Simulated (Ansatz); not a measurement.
Consider the hydrogenolysis of a C–C bond: `CC(C)CCC(C)C` + H₂ → `CCC(C)C` + `CCC`.

Gas-phase electronic energies from Ansatz, PBE0-D4/def2-TZVP geometries. CBS: MP2 limit from def2 TZ/QZ plus the TZ coupled-cluster correction, frozen cores. This one scheme is used for every species. DFT in def2-TZVPP. HSE06 is defined as in plane-wave codes. Each species was taken in one conformer, which may not be the lowest.

(1) Is it downhill or uphill in electronic energy at CCSD(T)/CBS, and by how much? (An estimate is asked.)

(2) What do these levels give: PBE-D4, r2SCAN0-D4, HSE06-D4, BHLYP-D4, ωB97X-V, ωB97M-V, BLYP, r2SCAN, HSE06, LC-ωPBE, SCS-MP2/def2-TZVPP, HF/CBS(def2)? (Estimate.)

Largest T1 diagnostic among the species: 0.009.

## Answers

(1) Computed: Downhill: ΔE = -0.55 eV.

(2) Computed: PBE-D4 -0.59, r2SCAN0-D4 -0.61, HSE06-D4 -0.62, BHLYP-D4 -0.67, ωB97X-V -0.59, ωB97M-V -0.58, BLYP -0.83, r2SCAN -0.64, HSE06 -0.72, LC-ωPBE -0.70, SCS-MP2/def2-TZVPP -0.58, HF/CBS(def2) -0.91 eV.

Leaving LDA and LC-ωPBE aside and taking each functional with its dispersion term where it has one, the values, not all of them listed here, spread over 0.19 eV, from B2PLYP to revPBE-D4. LDA lies +0.21 eV from PBE without D4. The D4 term adds +0.18 eV with B3LYP and +0.11 eV with PBE0; it sums over pairs of atoms, weighted by their polarisabilities, and B3LYP, whose exchange is more repulsive, gets the larger term. In def2-TZVPP, CCSD(T) changes the Hartree–Fock value by +0.36 eV (the triples alone add +0.07 eV) and MP2 by +0.42 eV.

B3LYP here is the variant with VWN-RPA as its local correlation; programs differ in this.
